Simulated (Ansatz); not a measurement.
This cell of CsI (CsCl type) is off equilibrium:

```xyz
4
Lattice="9.3338 0.0000 0.0000 4.6669 4.6669 0.0000 0.0000 0.0000 4.6669" Properties=species:S:1:pos:R:3 pbc="T T T"
Cs     0.0000     0.0000     0.2800
Cs     4.6669     0.0000    -0.2800
I      2.3335     2.3335     2.3335
I      7.0004     2.3335     2.3335
```

All values below come from PBE (plane waves to 420 eV, PAW, scalar-relativistic; Ansatz, an electronic-structure program). k mesh 7×7×7 (Γ-centred), Fermi-Dirac smearing 0.05 eV. Stress and pressure are positive under compression. CsI was relaxed with its symmetry unable to fall. Spin-orbit coupling is left out, though I is heavy.

Question: What forces act on the atoms (eV/Å, Cartesian)?

Answer: 
```tsv
atom	Fx	Fy	Fz
Cs1	0.000	0.000	-0.111
Cs2	0.000	0.000	0.111
I3	0.000	0.000	0.000
I4	0.000	0.000	0.000
```

(For displaced atoms, the force is minus the slope of the energy, and its curvature is a force constant, which sets phonon frequencies.)
